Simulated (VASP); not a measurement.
# Be (Fm-3m) in VASP: density of states with PBE

Aim: the density of states of Be with PBE.

All numbers are computed with VASP 6.6.1; they aren't measurements. Logs are shortened: lines on timing, memory, paths and dates and some standing lists are left out, and cuts for length are marked.

## (1) The crystal as given

Symmetry: Fm-3m, No. 225, cubic system. Conventional cell: a = 3.148 Å, b = 3.148 Å, c = 3.148 Å, α = 90.00°, β = 90.00°, γ = 90.00°. Around Be (site symmetry m-3m) lie 12 Be at 2.23 Å.

The cell was built by a generator and needn't be a form met in nature.

## (2) Density of states, PBE

File POSCAR:

```
Be
1.0
    0.0000000000      1.5740770000      1.5740770000
    1.5740770000      0.0000000000      1.5740770000
    1.5740770000      1.5740770000      0.0000000000
Be
1
Direct
    0.0000000000      0.0000000000      0.0000000000
```

File INCAR.step1:

```
SYSTEM = Be
  ALGO = Normal
  EDIFF = 1E-6
  ENCUT = 520
  GGA = PE
  ISIF = 2
  ISMEAR = 0
  LASPH = .TRUE.
  LCHARG = .TRUE.
  LREAL = .FALSE.
  LWAVE = .FALSE.
  NBANDS = 7
  NELM = 100
  PREC = Accurate
  SIGMA = 0.0149
```

File KPOINTS.step1:

```
k-points
0
G
  14 14 14
  0 0 0
```

File INCAR.step2:

```
SYSTEM = Be
  ALGO = Normal
  EDIFF = 1E-6
  ENCUT = 520
  GGA = PE
  ICHARG = 11
  ISIF = 2
  ISMEAR = -5
  LASPH = .TRUE.
  LCHARG = .FALSE.
  LORBIT = 10
  LREAL = .FALSE.
  LWAVE = .FALSE.
  NEDOS = 1001
  NELM = 100
  PREC = Accurate
  SIGMA = 0.0149
```

File KPOINTS.step2:

```
k-points
0
G
  21 21 21
  0 0 0
```

Potentials or basis: VASP PAW PBE potentials, release 64 (Be).

Launch:

```
$ cat potpaw_PBE.64/Be/POTCAR > POTCAR
$ cp INCAR.step1 INCAR
$ cp KPOINTS.step1 KPOINTS
$ mpirun -np 1 vasp_std > vasp.out
$ cp INCAR.step2 INCAR
$ cp KPOINTS.step2 KPOINTS
$ mpirun -np 1 vasp_std > vasp.out
```

OUTCAR:

```text
SYSTEM = Be
   EDIFF = 1E-6
   ENCUT = 520
   GGA = PE
   ICHARG = 11
   ISIF = 2
   ISMEAR = -5
   LASPH = .TRUE.
   LORBIT = 10
   LREAL = .FALSE.
   NELM = 100
   PREC = Accurate

 ion  position               nearest neighbor table
   1  0.000  0.000  0.000-

  LATTYP: Found a face centered cubic cell.
 ALAT       =     3.1481540000

  Lattice vectors:

 A1 = (   0.0000000000,   1.5740770000,   1.5740770000)
 A2 = (   1.5740770000,   0.0000000000,   1.5740770000)
 A3 = (   1.5740770000,   1.5740770000,   0.0000000000)

Analysis of symmetry for initial positions (statically):
=====================================================================
 Subroutine PRICEL returns:
 Original cell was already a primitive cell.

 Routine SETGRP: Setting up the symmetry group for a
 face centered cubic supercell.

 Subroutine GETGRP returns: Found 48 space group operations
 (whereof 48 operations were pure point group operations)
 out of a pool of 48 trial point group operations.

The static configuration has the point symmetry O_h .

Analysis of symmetry for dynamics (positions and initial velocities):
=====================================================================
 Subroutine PRICEL returns:
 Original cell was already a primitive cell.

 Routine SETGRP: Setting up the symmetry group for a
 face centered cubic supercell.

 Subroutine GETGRP returns: Found 48 space group operations
 (whereof 48 operations were pure point group operations)
 out of a pool of 48 trial point group operations.

The dynamic configuration has the point symmetry O_h .

 Subroutine INISYM returns: Found 48 space group operations
 (whereof 48 operations are pure point group operations),
 and found     1 'primitive' translations

----------------------------------------------------------------------------------------

                                     Primitive cell

  volume of cell :       7.8002

  direct lattice vectors                    reciprocal lattice vectors
     0.000000000  1.574077000  1.574077000    -0.317646468  0.317646468  0.317646468
     1.574077000  0.000000000  1.574077000     0.317646468 -0.317646468  0.317646468
     1.574077000  1.574077000  0.000000000     0.317646468  0.317646468 -0.317646468

  length of vectors
     2.226081042  2.226081042  2.226081042     0.550179822  0.550179822  0.550179822

  position of ions in fractional coordinates (direct lattice)
     0.000000000  0.000000000  0.000000000

  ion indices of the primitive-cell ions
   primitive index   ion index
                 1           1

----------------------------------------------------------------------------------------

 KPOINTS: k-points

Automatic generation of k-mesh.
 Grid dimensions read from file:
 generate k-points for:   21   21   21

 Generating k-lattice:

  Cartesian coordinates                     Fractional coordinates (reciprocal lattice)
    -0.015126022  0.015126022  0.015126022     0.047619048  0.000000000  0.000000000
     0.015126022 -0.015126022  0.015126022     0.000000000  0.047619048  0.000000000
     0.015126022  0.015126022 -0.015126022     0.000000000  0.000000000  0.047619048

  Length of vectors
     0.026199039  0.026199039  0.026199039

  Shift w.r.t. Gamma in fractional coordinates (k-lattice)
     0.000000000  0.000000000  0.000000000

 TETIRR: Found   1276 inequivalent tetrahedra from    55566

 Subroutine IBZKPT returns following result:
 ===========================================

 Found    286 irreducible k-points:

 Following reciprocal coordinates:
            Coordinates               Weight
  0.000000  0.000000  0.000000      1.000000
  0.047619  0.000000  0.000000      8.000000
  0.095238  0.000000  0.000000      8.000000
  0.142857  0.000000  0.000000      8.000000
  0.190476  0.000000  0.000000      8.000000
  0.238095  0.000000  0.000000      8.000000
[... 16 lines left out ...]
 -0.428571  0.047619  0.000000     24.000000
 -0.380952  0.047619  0.000000     24.000000
 [... further k-points ...]
   k-points           NKPTS =    286   k-points in BZ     NKDIM =    286   number of bands    NBANDS=      5
   number of dos      NEDOS =   1001   number of ions     NIONS =      1
   total plane-waves  NPLWV =   5832
   dimension x,y,z NGX =    18 NGY =   18 NGZ =   18
   dimension x,y,z NGXF=    36 NGYF=   36 NGZF=   36
   ions per type =               1
   NGX,Y,Z   is equivalent  to a cutoff of  13.44, 13.44, 13.44 a.u.
   NGXF,Y,Z  is equivalent  to a cutoff of  26.89, 26.89, 26.89 a.u.
 SYSTEM =  Be
   PREC   = accura    normal or accurate (medium, high low for compatibility)
   ISTART =      0    job   : 0-new  1-cont  2-samecut
   ICHARG =     11    charge: 1-file 2-atom 10-const
   ISPIN  =      1    spin polarized calculation?
   LNONCOLLINEAR =      F non collinear calculations
   LSORBIT =      F    spin-orbit coupling
   LASPH  =      T    aspherical Exc in radial PAW
   ENCUT  =  520.0 eV  38.22 Ry    6.18 a.u.   4.14  4.14  4.14*2*pi/ulx,y,z
   NELM   =    100;   NELMIN=  2; NELMDL=  0     # of ELM steps
   EDIFF  = 0.1E-05   stopping-criterion for ELM
   LREAL  =      F    real-space projection
   EDIFFG = 0.1E-04   stopping-criterion for IOM
   NSW    =      0    number of steps for IOM
   IBRION =     -1    ionic relax: 0-MD 1-quasi-New 2-CG
   NFREE  =      0    steps in history (QN), initial steepest desc. (CG)
   ISIF   =      2    stress and relaxation
   ISYM   =      2    0-nonsym 1-usesym 2-fastsym
   POTIM  = 0.5000    time-step for ionic-motion
   TEBEG  =    0.0;   TEEND  =   0.0 temperature during run
   PSTRESS=    0.0 pullay stress
   NELECT =       2.0000    total number of electrons
   NUPDOWN=      -1.0000    fix difference up-down
   EMIN   =  10.00;   EMAX   =-10.00  energy-range for DOS
   EFERMI =   0.00;   METHOD = LEGACY
   ISMEAR =    -5;   SIGMA  =   0.01  broadening in eV -4-tet -1-fermi 0-gaus
   EFERMI_NEDOS =   21; number of points for ismear=-14 and -15
   IALGO  =     38    algorithm
   IMIX   =      4    mixing-type and parameters
     AMIX     =   0.40;   BMIX     =  1.00
     AMIX_MAG =   1.60;   BMIX_MAG =  1.00
  volume/ion in A,a.u.               =       7.80        52.64
  Fermi-wavevector in a.u.,A,eV,Ry     =   1.040037  1.965385 14.717113  1.081677
  Thomas-Fermi vector in A             =   2.174595
   LORBIT       =     10    0 simple, 1 ext, 2 COOP (PROOUT), +10 PAW based schemes
   GGA     = PE    functional components
   LHFCALC =     F    Hartree Fock is set to
   AEXX    =    0.0000 exact exchange contribution
   IVDW    =     0    specifies the selected vdW correction
   LEPSILON=     F    determine dielectric tensor
   LRPA    =     F    only Hartree local field effects (RPA)
 non-spin polarized calculation
 Fermi weights with tetrahedron method with Bloechl corrections
  energy-cutoff  :      520.00
  volume of cell :        7.80
 maximum number of plane-waves:       220
 NGX is ok and might be reduce to    18

 number of electron       2.0000000 magnetization

 Free energy of the ion-electron system (eV)
  ---------------------------------------------------
  ext. energy  EPLUGINS =         0.00000000
  ---------------------------------------------------
  free energy    TOTEN  =        -3.68525517 eV

  energy without entropy =       -3.68525517  energy(sigma->0) =       -3.68525517

 E-fermi :   7.7433     XC(G=0): -10.6547

 val. band max:        7.6707031773   @ k =  -0.2857   0.4762   0.1905
 cond. band min:       7.7102829739   @ k =  -0.3810   0.3333   0.0000
 fundamental gap:      0.0395797966
 Fermi energy:         7.7433461054

 k-point     1 :       0.0000    0.0000    0.0000
  band No.  band energies     occupation
      1      -4.2934      2.00000
      2      27.2239      0.00000
      3      27.2239      0.00000
      4      27.2239      0.00000
      5      36.9236      0.00000

 k-point     2 :       0.0476    0.0000    0.0000
  band No.  band energies     occupation
      1      -4.2180      2.00000
      2      26.6084      0.00000
      3      27.0919      0.00000
      4      27.0919      0.00000
      5      35.9371      0.00000

 k-point     3 :       0.0952    0.0000    0.0000
  band No.  band energies     occupation
      1      -3.9916      2.00000
      2      24.9269      0.00000
      3      26.7441      0.00000
      4      26.7441      0.00000
      5      35.1948      0.00000

 k-point     4 :       0.1429    0.0000    0.0000
  band No.  band energies     occupation
      1      -3.6143      2.00000
      2      22.6158      0.00000
      3      26.2823      0.00000
      4      26.2823      0.00000
      5      35.1502      0.00000

 k-point     5 :       0.1905    0.0000    0.0000
  band No.  band energies     occupation
      1      -3.0868      2.00000
      2      20.0712      0.00000
      3      25.7985      0.00000
      4      25.7985      0.00000
      5      35.5531      0.00000

 k-point     6 :       0.2381    0.0000    0.0000
  band No.  band energies     occupation
      1      -2.4114      2.00000
      2      17.5123      0.00000
      3      25.3523      0.00000
      4      25.3523      0.00000
      5      36.1819      0.00000
[... 113 lines left out ...]
 k-point    21 :       0.4762    0.0476    0.0000
  band No.  band energies     occupation
      1       2.0784      2.00000
      2       8.1367     -0.08780
      3      23.8287      0.00000
      4      24.1435      0.00000
      5      32.3525      0.00000

 k-point    22 :      -0.4762    0.0476    0.0000
  band No.  band energies     occupation
      1       2.3809      2.00000
      2       7.7170      0.25468
      3      23.8704      0.00000
      4      24.0373      0.00000
      5      32.4572      0.00000

 k-point    23 :      -0.4286    0.0476    0.0000
  band No.  band energies     occupation
      1       1.8151      2.00000
      2       8.5151     -0.00333
      3      23.6788      0.00000
      4      24.3249      0.00000
      5      32.8175      0.00000

 k-point    24 :      -0.3810    0.0476    0.0000
  band No.  band energies     occupation
      1       0.8207      2.00000
      2      10.0887      0.00000
      3      23.5871      0.00000
      4      24.6751      0.00000
      5      33.4100      0.00000

 [... further k-points ...]

------------------------ aborting loop because EDIFF is reached ----------------------------------------

  FORCE on cell =-STRESS in cart. coord.  units (eV):
  Direction    XX          YY          ZZ          XY          YZ          ZX
  --------------------------------------------------------------------------------------
  -------------------------------------------------------------------------------------
  Total        0.0528740      0.0528740      0.0528740      0.0000000      0.0000000     -0.0000000
  in kB       10.8603798     10.8603798     10.8603798      0.0000000      0.0000000     -0.0000000
  external PRESSURE =      10.8603798 kB  Pullay stress =       0.0000000 kB

 VOLUME and BASIS-vectors are now :
 -----------------------------------------------------------------------------
  energy-cutoff  :      520.00
  volume of cell :        7.80
      direct lattice vectors                 reciprocal lattice vectors
     0.000000000  1.574077000  1.574077000    -0.317646468  0.317646468  0.317646468
     1.574077000  0.000000000  1.574077000     0.317646468 -0.317646468  0.317646468
     1.574077000  1.574077000  0.000000000     0.317646468  0.317646468 -0.317646468

 POSITION                                       TOTAL-FORCE (eV/Angst)
 -----------------------------------------------------------------------------------
      0.00000      0.00000      0.00000         0.000000      0.000000      0.000000
 -----------------------------------------------------------------------------------
    total drift:                                0.000000      0.000000     -0.000000

  FREE ENERGIE OF THE ION-ELECTRON SYSTEM (eV)
  ---------------------------------------------------
  free  energy   TOTEN  =        -3.6852551703 eV

  energy  without entropy=       -3.6852551703  energy(sigma->0) =       -3.68525517

 total charge

# of ion       s       p       d       tot
------------------------------------------
    1        0.395   0.792   0.000   1.186
```

Run time: 12 s. Hardware: 1 thread of Intel Xeon Platinum 8488C (Sapphire Rapids), shared host; peak memory 0.12 GiB.

Results:

```
Valence electrons inside the program's atomic spheres : Be 1.19
```

Levels at points of the mesh, in eV from the Fermi level:
| k point | band 1 | band 2 | band 3 | band 4 | band 5 |
| --- | --- | --- | --- | --- | --- |
| (0.00, 0.00, 0.00) | -12.04 | 19.48 | 19.48 | 19.48 | 29.18 |

States per cell in windows of 0.5 eV (zero at the Fermi level; states under -8 eV left out):
| from (eV) | total | Be1_p | Be1_s | Be1_d |
| --- | --- | --- | --- | --- |
| -8.0 | 0.09 | 0.03 | 0.03 | 0.00 |
| -7.5 | 0.10 | 0.03 | 0.03 | 0.00 |
| -7.0 | 0.10 | 0.04 | 0.03 | 0.00 |
| -6.5 | 0.11 | 0.04 | 0.02 | 0.00 |
| -6.0 | 0.12 | 0.05 | 0.02 | 0.00 |
| -5.5 | 0.14 | 0.06 | 0.02 | 0.00 |
| -5.0 | 0.13 | 0.06 | 0.02 | 0.00 |
| -4.5 | 0.12 | 0.06 | 0.01 | 0.00 |
| -4.0 | 0.12 | 0.06 | 0.01 | 0.00 |
| -3.5 | 0.11 | 0.06 | 0.01 | 0.00 |
| -3.0 | 0.11 | 0.06 | 0.01 | 0.00 |
| -2.5 | 0.10 | 0.06 | 0.00 | 0.00 |
| -2.0 | 0.08 | 0.05 | 0.00 | 0.00 |
| -1.5 | 0.06 | 0.03 | 0.00 | 0.00 |
| -1.0 | 0.03 | 0.02 | 0.00 | 0.00 |
| -0.5 | 0.02 | 0.01 | 0.00 | 0.00 |
| 0.0 | 0.13 | 0.04 | 0.04 | 0.00 |
| 0.5 | 0.21 | 0.08 | 0.04 | 0.00 |
| 1.0 | 0.17 | 0.07 | 0.03 | 0.00 |
| 1.5 | 0.13 | 0.06 | 0.02 | 0.00 |
| 2.0 | 0.12 | 0.05 | 0.01 | 0.00 |
| 2.5 | 0.11 | 0.05 | 0.01 | 0.00 |
| 3.0 | 0.11 | 0.05 | 0.01 | 0.00 |
| 3.5 | 0.12 | 0.05 | 0.01 | 0.00 |
| 4.0 | 0.11 | 0.05 | 0.01 | 0.00 |
| 4.5 | 0.11 | 0.05 | 0.01 | 0.00 |
| 5.0 | 0.11 | 0.05 | 0.01 | 0.00 |
| 5.5 | 0.11 | 0.05 | 0.01 | 0.00 |
| 6.0 | 0.13 | 0.05 | 0.02 | 0.00 |
| 6.5 | 0.15 | 0.06 | 0.02 | 0.00 |
| 7.0 | 0.15 | 0.06 | 0.02 | 0.00 |
| 7.5 | 0.14 | 0.06 | 0.02 | 0.00 |

Caveat: tetrahedron occupations give inexact forces and stress in metals.
